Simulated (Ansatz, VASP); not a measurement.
## One calculation of Ti, two programs

```
Ti
1.0
     2.67171    0.00000    0.00000
     0.00000    2.67171    0.00000
     0.00000    0.00000    2.67171
Ti
1
Direct
  0.00000 0.00000 0.00000
```

The cell was built by a generator and needn't be a form met in nature.

Alike in both runs: task relaxation of cell and atoms; functional RPBE; k mesh 12 × 12 × 12; occupations fermi-dirac, width 0.1 eV; no spin polarisation.

|  | VASP | Ansatz |
| --- | --- | --- |
| version | VASP 6.6.1 | Ansatz 0.2.0 |
| potentials or method | VASP PAW PBE potentials, release 64 (Ti_sv) | plane waves (420 eV) with PAW, scalar-relativistic |
| plane-wave cutoff (eV) | 600 | 420 |
| valence electrons in the cell | 12 | 12 |

Ansatz gave:

```
relaxed volume (Å³/atom)                                     : 19.20
relaxed cell length with the largest relative difference (Å) : 2.678
```

Problem. Which values does VASP return?

Solution. Relaxed volume (Å³/atom): 19.19; relaxed cell length with the largest relative difference (Å): 2.677.

Caveats: the PAW data sets were made with another functional, which shifts forces and pressure a little (VASP).
